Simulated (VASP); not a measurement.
# Settings for CeO₂: density of states

CeO₂, Fm-3m (no. 225), 3 atoms in the cell. LDA, DFT+U; PAW potentials Ce, O (LDA set). VASP 6.6.1.

Wanted: density of states by 0.5 eV bins within 8 %; centre of the states within 12 eV below the valence top within 0.03 eV.

What the run is for: density of states; Accuracy asked: standard; k mesh of the density: 7 × 7 × 7.

POSCAR:
```
CeO2
1.0
    0.0000000000      2.7036500000      2.7036500000
    2.7036500000      0.0000000000      2.7036500000
    2.7036500000      2.7036500000      0.0000000000
Ce O
1 2
Direct
    0.0000000000      0.0000000000      0.0000000000
    0.7500000000      0.7500000000      0.7500000000
    0.2500000000      0.2500000000      0.2500000000
```

The series start from Plane-wave cutoff (eV): 460; k-point mesh: 12 × 12 × 12; Energy points (NEDOS): 2001; Occupations for the DOS: ISMEAR=-5; Electronic threshold (eV): 1e-6; Precision mode (PREC): Accurate. Each series keeps the choices made before it, and each single choice may use up half of a tolerance. Times cover all steps of a run.

## Plane-wave cutoff (eV)

| Plane-wave cutoff (eV) | Density of states by 0.5 eV bins, largest deviation against the largest value | Centre of the states within 12 eV below the valence top (eV) | Time (s) |
|---|---|---|---|
| 320 | 7.5 % | -1.825 | 18 |
| 400 | 3 % | -1.825 | 35 |
| 460 | 0.47 % | -1.826 | 39 |
| 520 | 1 % | -1.826 | 34 |
| 640 (reference) | 0 % | -1.826 | 40 |

Chosen: 400, the loosest value from which every tighter one stays within half of the tolerance.

## k-point mesh

| k-point mesh | Density of states by 0.5 eV bins, largest deviation against the largest value | Centre of the states within 12 eV below the valence top (eV) | Time (s) |
|---|---|---|---|
| 5 × 5 × 5 | 17 % | -1.728 | 21 |
| 6 × 6 × 6 | 23 % | -1.702 | 25 |
| 8 × 8 × 8 | 2.6 % | -1.814 | 30 |
| 10 × 10 × 10 | 9 % | -1.788 | 34 |
| 12 × 12 × 12 | 1.4 % | -1.825 | 35 |
| 14 × 14 × 14 | 5.2 % | -1.810 | 35 |
| 17 × 17 × 17 | 0.99 % | -1.826 | 44 |
| 21 × 21 × 21 (reference) | 0 % | -1.830 | 69 |

Chosen: 17 × 17 × 17.

## Energy points (NEDOS)

| Energy points (NEDOS) | Density of states by 0.5 eV bins, largest deviation against the largest value | Centre of the states within 12 eV below the valence top (eV) | Time (s) |
|---|---|---|---|
| 301 | 60 % | -1.814 | 47 |
| 501 | 34 % | -1.805 | 44 |
| 1001 | 14 % | -1.819 | 64 |
| 2001 | 6 % | -1.826 | 44 |
| 4001 (reference) | 0 % | -1.826 | 47 |

Chosen: 4001; the next looser run is off by more than half of the tolerance, so convergence isn't shown beyond this value.

## Occupations for the DOS

| Occupations for the DOS | Density of states by 0.5 eV bins, largest deviation against the largest value | Centre of the states within 12 eV below the valence top (eV) | Time (s) |
|---|---|---|---|
| ISMEAR=-5 | 0 % | -1.826 | 47 |
| ISMEAR=-4 | 0 % | -1.826 | 73 |
| ISMEAR=0 SIGMA=0.05 | 0.56 % | -1.832 | 72 |
| ISMEAR=0 SIGMA=0.1 | 0.73 % | -1.836 | 61 |
| ISMEAR=-15 SIGMA=0.025 | 0 % | -1.826 | 70 |

Chosen: ISMEAR=-5; no other choice that stays within half of the tolerance saves 30 % of the time.

## Electronic threshold (eV)

| Electronic threshold (eV) | Density of states by 0.5 eV bins, largest deviation against the largest value | Centre of the states within 12 eV below the valence top (eV) | Time (s) |
|---|---|---|---|
| 0.001 | 0.21 % | -1.827 | 46 |
| 0.0001 | 3.1 % | -1.826 | 46 |
| 1e-5 | 1.5 % | -1.826 | 39 |
| 1e-6 (reference) | 0 % | -1.826 | 47 |

Chosen: 0.001.

## Precision mode (PREC)

| Precision mode (PREC) | Density of states by 0.5 eV bins, largest deviation against the largest value | Centre of the states within 12 eV below the valence top (eV) | Time (s) |
|---|---|---|---|
| Normal | 0.76 % | -1.827 | 21 |
| Accurate (reference) | 0 % | -1.827 | 46 |

Chosen: Normal.

## All choices together

| Input | Density of states by 0.5 eV bins, largest deviation against the largest value | Centre of the states within 12 eV below the valence top (eV) | Time (s) |
|---|---|---|---|
| defaults for smearing, thresholds and mesh (naive) | 22 % | -1.805 | 22 |
| chosen settings | 2.6 % | -1.827 | 21 |
| reference settings throughout | 0 % | -1.831 | 95 |

The chosen settings stay within the tolerance of the reference run, but the reference itself isn't shown to be converged in: Energy points (NEDOS).

## The input

INCAR.step1:
```
SYSTEM = CeO2
GGA = CA ; ISPIN = 2
MAGMOM = 1 0 0 ; LORBIT = 11
LDAU = .True. ; LDAUTYPE = 2
LDAUL = 3 -1 ; LDAUU = 5 0
LDAUJ = 0 0 ; ISMEAR = 0
SIGMA = 0.03 ; LWAVE = .False.
LCHARG = .True. ; NBANDS = 36
PREC = Normal ; LASPH = .True.
LREAL = .False. ; ALGO = Normal
EDIFF = 0.001 ; NELM = 200
GGA_COMPAT = .False. ; ENCUT = 400
EFERMI = MIDGAP ; LMAXMIX = 6
KPAR = 8
```

INCAR.step2, as INCAR.step1 but for:
```
- ISMEAR = 0
- SIGMA = 0.03
- LCHARG = .True.
+ ISMEAR = -5
+ LCHARG = .False.
+ NEDOS = 4001
+ EMIN = -10.5205
+ EMAX = 14.4795
+ ICHARG = 11
```

KPOINTS.step1:
```
k-points
0
Gamma
  7 7 7
```

KPOINTS.step2:
```
Automatic mesh
0
Gamma
  17 17 17
  0 0 0
```

Commands (each step's output is kept before the next begins):
```
cat potpaw_LDA.64/Ce/POTCAR potpaw_LDA.64/O/POTCAR > POTCAR
cp INCAR.step1 INCAR
cp KPOINTS.step1 KPOINTS
mpirun -np 8 vasp_std > vasp.out
cp INCAR.step2 INCAR
cp KPOINTS.step2 KPOINTS
mpirun -np 8 vasp_std > vasp.out
```

Limits: The window of 12 eV cuts through a band, so the centre of the states depends on that edge.

The chosen input took VASP 6.6.1 21 s on 8 cores (Intel Xeon Platinum 8488C (Sapphire Rapids)), a shared host.

## An input that fails: tetrahedra on too few k points

VASP's message: IBZKPT: tetrahedron method fails for NKPT<4. NKPT = 1.

k mesh: 12 × 12 × 12 becomes 1 × 1 × 1.

Changes against the starting input:
```
(step 2)
- NELM = 200
- KPAR = 8
+ NELM = 73
```
